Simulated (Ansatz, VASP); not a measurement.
TiTe2: VASP beside Ansatz

```xyz
3
Lattice="3.7770 -0.0378 0.0000 -1.9212 3.2899 0.0000 0.0000 0.0000 6.4980" Properties=species:S:1:pos:R:3 pbc="T T T"
Te   -0.0218    2.1807    4.7903
Te    1.8776    1.0714    1.7077
Ti    0.0000    0.0000    0.0000
```

Alike in both runs: task single point; functional PBE; k mesh 7 × 7 × 4; occupations fermi-dirac, width 0.05 eV; no spin polarisation.

|  | VASP | Ansatz |
| --- | --- | --- |
| version | VASP 6.6.1 | Ansatz 0.2.0 |
| potentials or method | VASP PAW PBE potentials, release 64 (Te, Ti_sv) | Ansatz PAW |
| plane-wave cutoff (eV) | 520 | 420 |
| valence electrons in the cell | 24 | 44 |

```tsv
	VASP	Ansatz	Ansatz less VASP
gap on the k mesh at the Fermi level (eV)	none	none	-
pressure (GPa)	0.9	0.9	+0.02
largest component of the traceless stress (GPa)	0.70	0.70	-0.002
rms of the force components (eV/Å)	0.022	0.022	0.0000
```

Atom by atom the forces differ by 0.005 eV/Å (rms over components). A gap of «none» marks a metal or a gap that the smearing closes. The two sets of potentials don't hold the same shells in valence.

Spin-orbit coupling is left out, which matters for the levels of Te.
